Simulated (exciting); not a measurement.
W:

```
W
1.0
     0.00000    2.03000    2.03000
     2.03000    0.00000    2.03000
     2.03000    2.03000    0.00000
W
1
Direct
  0.00000 0.00000 0.00000
```

This isn't the form of W at room conditions, which is bcc.

```yaml
Program: exciting (release sodium)
Task: single point
Functional: PBE
Potentials_or_basis: all-electron LAPW+lo, shipped species files, valence relativity iora*
rgkmax: 9
k_mesh: 11 × 11 × 11
Occupations: fermi-dirac, width 0.05 eV
Spin: no spin polarisation
gmaxvr_cutoff_of_density_and_potential: 14 1/bohr
lmaxapw_and_lmaxmat: 10
lmaxvr: 8
nempty: 12
Valence_relativity: iora*
epsengy: 1e-05 Ha
epspot: 1e-05 Ha
maxscl: 60
Muffin-tin_radii: W 2.3 bohr
```

On this cell: band gap on the k mesh none (metal or under the smearing width).

The same run follows on a disturbed copy (cell strained at random at fixed volume):

```
W
1.0
     0.01192    2.00823    2.03186
     2.02971    0.01106    2.03272
     2.05415    2.03352   -0.01337
W
1
Direct
  0.99325 0.99126 0.01410
```

Task: What changes?

Result: The energy (extrapolated to zero smearing) moves by -4.5 meV/atom; band gap on the k mesh none (metal or under the smearing width).

The energy falls, though the first cell shows no forces: that form is unstable against this distortion, unless noise or another electronic state is at work.

Caveats: the free energy is that total less TS from the occupations.
